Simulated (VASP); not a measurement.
# BN (P6_3mc) in VASP: Born charges and dielectric tensor with LDA

Aim: the Born charges and dielectric tensor of BN with LDA.

Everything below comes from runs of VASP 6.6.1. Logs are shortened: lines on timing, memory, paths and dates and some standing lists are left out, and cuts for length are marked.

### Step 1. The crystal as given

It takes space group P6_3mc (No. 186, hexagonal). The conventional cell has a = 2.542 Å, b = 2.542 Å, c = 4.204 Å, α = 90.00°, β = 90.00°, γ = 120.00°. B (site symmetry 3m) has 4 N at 1.56 to 1.57 Å as nearest neighbours. N (site symmetry 3m) is surrounded by 4 B at 1.56 to 1.57 Å.

Measurements of this composition are mostly on another form, of space group No. 194.

### Step 2. Born charges and dielectric tensor, LDA

File INCAR:

```
ALGO = Normal ; EDIFF = 1E-8
ENCUT = 600 ; GGA = CA
IBRION = 8 ; ISIF = 2
ISMEAR = 0 ; LASPH = T
LCHARG = F ; LEPSILON = T
LREAL = F ; LWAVE = F
NELM = 100 ; NSW = 1
PREC = Accurate ; SIGMA = 0.02
```

File KPOINTS:

```
k-points
0
Gamma
  12 12 6
```

File POSCAR:

```
BN
1.0
    2.5416900000      0.0000000000      0.0000000000
   -1.2708500000      2.2011700000      0.0000000000
    0.0000000000      0.0000000000      4.2041500000
B N
2 2
Direct
    0.6666700000      0.3333300000      0.9997200000
    0.3333300000      0.6666700000      0.4997200000
    0.6666700000      0.3333300000      0.6252800000
    0.3333300000      0.6666700000      0.1252800000
```

Potentials or basis: VASP PAW LDA potentials, release 64 (B, N).

Started as:

```
> cat potpaw_LDA.64/B/POTCAR potpaw_LDA.64/N/POTCAR > POTCAR
> mpirun -np 1 vasp_std > vasp.out
```

OUTCAR:

```text
EDIFF = 1E-8
   ENCUT = 600
   GGA = CA
   IBRION = 8
   ISIF = 2
   ISMEAR = 0
   LASPH = T
   LEPSILON = T
   LREAL = F
   NELM = 100
   NSW = 1
   PREC = Accurate

 ion  position               nearest neighbor table
   1  0.667  0.333  1.000-   4 1.56   4 1.56   4 1.56   3 1.57
   2  0.333  0.667  0.500-   3 1.56   3 1.56   3 1.56   4 1.57
   3  0.667  0.333  0.625-   2 1.56   2 1.56   2 1.56   1 1.57
   4  0.333  0.667  0.125-   1 1.56   1 1.56   1 1.56   2 1.57

  LATTYP: Found a hexagonal cell.
 ALAT       =     2.5416900000
 C/A-ratio  =     1.6540766183

  Lattice vectors:

 A1 = (   2.5416900000,   0.0000000000,   0.0000000000)
 A2 = (  -1.2708500000,   2.2011700000,   0.0000000000)
 A3 = (   0.0000000000,   0.0000000000,   4.2041500000)

Analysis of symmetry for initial positions (statically):
=====================================================================
 Subroutine PRICEL returns:
 Original cell was already a primitive cell.

 Routine SETGRP: Setting up the symmetry group for a
 hexagonal supercell.

 Subroutine GETGRP returns: Found  4 space group operations
 (whereof  2 operations were pure point group operations)
 out of a pool of 24 trial point group operations.

The static configuration has the point symmetry C_1h.
 The point group associated with its full space group is C_2v.

Analysis of symmetry for dynamics (positions and initial velocities):
=====================================================================
 Subroutine PRICEL returns:
 Original cell was already a primitive cell.

 Routine SETGRP: Setting up the symmetry group for a
 hexagonal supercell.

 Subroutine GETGRP returns: Found  4 space group operations
 (whereof  2 operations were pure point group operations)
 out of a pool of 24 trial point group operations.

The dynamic configuration has the point symmetry C_1h.
 The point group associated with its full space group is C_2v.

 Subroutine INISYM returns: Found  4 space group operations
 (whereof  2 operations are pure point group operations),
 and found     1 'primitive' translations

----------------------------------------------------------------------------------------

                                     Primitive cell

  volume of cell :      23.5209

  direct lattice vectors                    reciprocal lattice vectors
     2.541690000  0.000000000  0.000000000     0.393439011  0.227152817  0.000000000
    -1.270850000  2.201170000  0.000000000     0.000000000  0.454303847  0.000000000
     0.000000000  0.000000000  4.204150000     0.000000000  0.000000000  0.237860210

  length of vectors
     2.541690000  2.541694138  4.204150000     0.454304587  0.454303847  0.237860210

  position of ions in fractional coordinates (direct lattice)
     0.666670000  0.333330000  0.999720000
     0.333330000  0.666670000  0.499720000
     0.666670000  0.333330000  0.625280000
     0.333330000  0.666670000  0.125280000

  ion indices of the primitive-cell ions
   primitive index   ion index
                 1           1
                 2           2
                 3           3
                 4           4

----------------------------------------------------------------------------------------

 KPOINTS: k-points

Automatic generation of k-mesh.
 Grid dimensions read from file:
 generate k-points for:   12   12    6

 Generating k-lattice:

  Cartesian coordinates                     Fractional coordinates (reciprocal lattice)
     0.032786584  0.018929401  0.000000000     0.083333333  0.000000000  0.000000000
     0.000000000  0.037858654  0.000000000     0.000000000  0.083333333  0.000000000
     0.000000000  0.000000000  0.039643368     0.000000000  0.000000000  0.166666667

  Length of vectors
     0.037858716  0.037858654  0.039643368

[... 507 lines left out ...]
  free energy    TOTEN  =        -0.24423953 eV

  energy without entropy =       -0.24423953

------------------------ aborting loop because EDIFF is reached ----------------------------------------

--------------------------------------- Ionic step        2  -------------------------------------------

------------------------ aborting loop because EDIFF is reached ----------------------------------------

--------------------------------------- Ionic step        3  -------------------------------------------

------------------------ aborting loop because EDIFF is reached ----------------------------------------

 PIEZOELECTRIC TENSOR FIELD DIRECTION 3  (e Angst)
 -----------------------------------------------------------------------------
    -0.75077 -0.00001  0.00000           ( -0.01454  0.00000  0.00000)
    -0.00001 -0.75078  0.00000           (  0.00000 -0.01454  0.00000)
     0.00000  0.00000  1.54686           (  0.00000  0.00000  0.02487)

 PIEZOELECTRIC TENSOR FIELD DIRECTION 3  (C/m^2)
 -----------------------------------------------------------------------------
    -0.51140 -0.00000  0.00000
    -0.00000 -0.51141  0.00000
     0.00000  0.00000  1.05368

[... ionic steps 4 to 9 ...]

--------------------------------------- Ionic step       10  -------------------------------------------

------------------------ aborting loop because EDIFF is reached ----------------------------------------

[... ionic steps 11 to 11 ...]

--------------------------------------- Ionic step       12  -------------------------------------------

 Free energy of the ion-electron system (eV)
  ---------------------------------------------------
  ---------------------------------------------------
  free energy    TOTEN  =        -0.25490754 eV

  energy without entropy =       -0.25490754

------------------------ aborting loop because EDIFF is reached ----------------------------------------

 INTERNAL STRAIN TENSOR  FOR ION    3  DIRECTION 3   (eV/Angst):
 -----------------------------------------------------------------------------
    -1.26974  0.00237 -0.01269
     0.00237 -1.26701  0.00732
     0.01935 -0.01117  0.30618

 MACROSCOPIC STATIC DIELECTRIC TENSOR (including local field effects in DFT)
 ------------------------------------------------------
           4.543181    -0.000025     0.000000
          -0.000025     4.543172     0.000000
           0.000000     0.000000     4.697870
 ------------------------------------------------------

 PIEZOELECTRIC TENSOR (including local field effects)  for field in x, y, z        (e  Angst)
          XX          YY          ZZ          XY          YZ          ZX
  --------------------------------------------------------------------------------
  x     0.00000     0.00000     0.00000     0.00000    -0.00001    -0.90196
  y    -0.00000     0.00000     0.00000     0.00000    -0.90197    -0.00001
  z    -0.75077    -0.75078     1.54686    -0.00001     0.00000     0.00000

 PIEZOELECTRIC TENSOR (including local field effects)  for field in x, y, z        (C/m^2)
          XX          YY          ZZ          XY          YZ          ZX
  --------------------------------------------------------------------------------
  x     0.00000     0.00000     0.00000     0.00000    -0.00000    -0.61439
  y    -0.00000     0.00000     0.00000     0.00000    -0.61440    -0.00000
  z    -0.51140    -0.51141     1.05368    -0.00000     0.00000     0.00000

 BORN EFFECTIVE CHARGES (including local field effects) (in |e|, cummulative output)
 ---------------------------------------------------------------------------------
 ion    1
    1     1.81896     0.00000     0.00000
    2     0.00000     1.81897    -0.00000
    3    -0.00002     0.00001     1.91385
 ion    2
    1     1.81896     0.00000    -0.00000
    2     0.00000     1.81897     0.00000
    3     0.00002    -0.00001     1.91385
 ion    3
    1    -1.81896    -0.00000    -0.00001
    2    -0.00000    -1.81897     0.00001
    3    -0.00002     0.00001    -1.91385
 ion    4
    1    -1.81896    -0.00000     0.00001
    2    -0.00000    -1.81897    -0.00001
    3     0.00002    -0.00001    -1.91385

 INTERNAL STRAIN TENSOR FOR ION    4 for displacements in x,y,z  (eV/Angst):
          X           Y           Z          XY          YZ          ZX
  --------------------------------------------------------------------------------
  x     0.00275    -0.00668     0.00025    -4.42907     0.02094    -2.49673
  y    -4.45757     4.45986    -0.00014     0.06541    -2.56611    -0.02886
  z    -1.26974    -1.26701     0.30618     0.00237     0.01117     0.01269

 SECOND DERIVATIVES (NOT SYMMETRIZED)
 ------------------------------------
               1X          1Y          1Z          2X          2Y          2Z          3X          3Y          3Z          4X          4Y          4Z
  1X   -25.168810   -0.000564   -0.001221    0.176889    0.000258   -0.000425    4.868702   -0.000289   -0.001898   20.123219    0.000594    0.003544
  1Y    -0.000564  -25.169570    0.000705    0.000258    0.177187    0.000246   -0.000289    4.868390    0.001096    0.000594   20.123993   -0.002046
  1Z     0.002079   -0.001201  -35.150113    0.003230   -0.001865   11.669399   -0.003074    0.001775    8.525209   -0.002235    0.001290   14.955506
  2X     0.176889    0.000258    0.000425  -25.168810   -0.000564    0.001221   20.123219    0.000594   -0.003544    4.868702   -0.000289    0.001898
  2Y     0.000258    0.177187   -0.000246   -0.000564  -25.169570   -0.000705    0.000594   20.123993    0.002046   -0.000289    4.868390   -0.001096
  2Z    -0.003230    0.001865   11.669399   -0.002079    0.001201  -35.150113    0.002235   -0.001290   14.955506    0.003074   -0.001775    8.525209
  3X     4.866465   -0.000359   -0.000608   20.126253    0.001335   -0.001261  -25.375332   -0.002906    0.003925    0.382614    0.001930   -0.002056
  3Y    -0.000359    4.866071    0.000351    0.001335   20.127882    0.000728   -0.002906  -25.378797   -0.002266    0.001930    0.384844    0.001187
  3Z     0.000040   -0.000023    8.523776   -0.001643    0.000949   14.961267    0.000962   -0.000556  -37.469656    0.000640   -0.000370   13.984613
  4X    20.126253    0.001335    0.001261    4.866465   -0.000359    0.000608    0.382614    0.001930    0.002056  -25.375332   -0.002906   -0.003925
  4Y     0.001335   20.127882   -0.000728   -0.000359    4.866071   -0.000351    0.001930    0.384844   -0.001187   -0.002906  -25.378797    0.002266
  4Z     0.001643   -0.000949   14.961267   -0.000040    0.000023    8.523776   -0.000640    0.000370   13.984613   -0.000962    0.000556  -37.469656

 Eigenvectors and eigenvalues of the dynamical matrix
 ----------------------------------------------------

   1 f  =   33.602891 THz   211.133194 2PiTHz 1120.871808 cm-1   138.970330 meV
             X         Y         Z           dx          dy          dz
      1.270856  0.733716  4.202973     0.000057   -0.000033   -0.618701
     -0.000016  1.467454  2.100898     0.000057   -0.000033    0.618701
      1.270856  0.733716  2.628771    -0.000049    0.000029   -0.342359
     -0.000016  1.467454  0.526696    -0.000049    0.000029    0.342359
[... 71 lines left out ...]
  12 f/i=    0.001463 THz     0.009195 2PiTHz    0.048814 cm-1     0.006052 meV
             X         Y         Z           dx          dy          dz
      1.270856  0.733716  4.202973    -0.000012    0.000007   -0.466777
     -0.000016  1.467454  2.100898     0.000012   -0.000007   -0.466777
      1.270856  0.733716  2.628771     0.000013   -0.000008   -0.531149
     -0.000016  1.467454  0.526696    -0.000013    0.000008   -0.531149

--------------------------------------------------------------------------------------------------------

 MACROSCOPIC STATIC DIELECTRIC TENSOR IONIC CONTRIBUTION
 ------------------------------------------------------
           2.036954    -0.000051    -0.000000
          -0.000051     2.036904    -0.000000
          -0.000000    -0.000000     2.399980
 ------------------------------------------------------

 ELASTIC MODULI CONTR FROM IONIC RELAXATION (kBar)
 Direction    XX          YY          ZZ          XY          YZ          ZX
 --------------------------------------------------------------------------------
 XX        -116.0498     97.1877      2.4076      2.4395     -0.0000     -0.0000
 YY          97.1877   -116.2483      2.4113     -2.6106      0.0000      0.0000
 ZZ           2.4076      2.4113     -0.6125      0.0032     -0.0000     -0.0000
 XY           2.4395     -2.6106      0.0032   -104.9746     -0.0000     -0.0000
 YZ          -0.0000      0.0000     -0.0000     -0.0000    -35.8029     -0.1964
 ZX          -0.0000      0.0000     -0.0000     -0.0000     -0.1964    -32.2187
 --------------------------------------------------------------------------------

 PIEZOELECTRIC TENSOR IONIC CONTR  for field in x, y, z        (C/m^2)
          XX          YY          ZZ          XY          YZ          ZX
  --------------------------------------------------------------------------------
  x     0.00000    -0.00000     0.00000     0.00000    -0.00140     0.24101
  y     0.00000    -0.00000     0.00000     0.00000     0.25410     0.00271
  z     0.14151     0.14236    -0.03607     0.00074    -0.00000    -0.00000
```

Wall time 7.5 min (1 thread of Intel Xeon 6975P-C (Granite Rapids), shared host); peak memory 0.57 GiB.

What came out:

* Band gap on the k mesh: 4.94 eV, indirect (least direct gap 8.18 eV)
* Electronic dielectric tensor (diagonal): 4.54, 4.54, 4.70
* Born charges (mean of the diagonal): B +1.85; N -1.85 e
* Highest phonon frequency at Γ, LO-TO splitting left out: 1121 cm⁻¹

Phonon frequencies in cm⁻¹ (negative: imaginary):
| q point | frequencies |
| --- | --- |
| (0.000, 0.000, 0.000) | 0 0 0 474 474 956 956 960 1023 1055 1056 1121 |

Electronic dielectric tensor:
```
4.54 0.00 0.00
0.00 4.54 0.00
0.00 0.00 4.70
```

Born effective charge tensors (e):
atom 1, B
```
1.82 0.00 0.00
0.00 1.82 0.00
0.00 0.00 1.91
```
atom 2, B
```
1.82 0.00 0.00
0.00 1.82 0.00
0.00 0.00 1.91
```
atom 3, N
```
-1.82  0.00  0.00
 0.00 -1.82  0.00
 0.00  0.00 -1.91
```
atom 4, N
```
-1.82  0.00  0.00
 0.00 -1.82  0.00
 0.00  0.00 -1.91
```
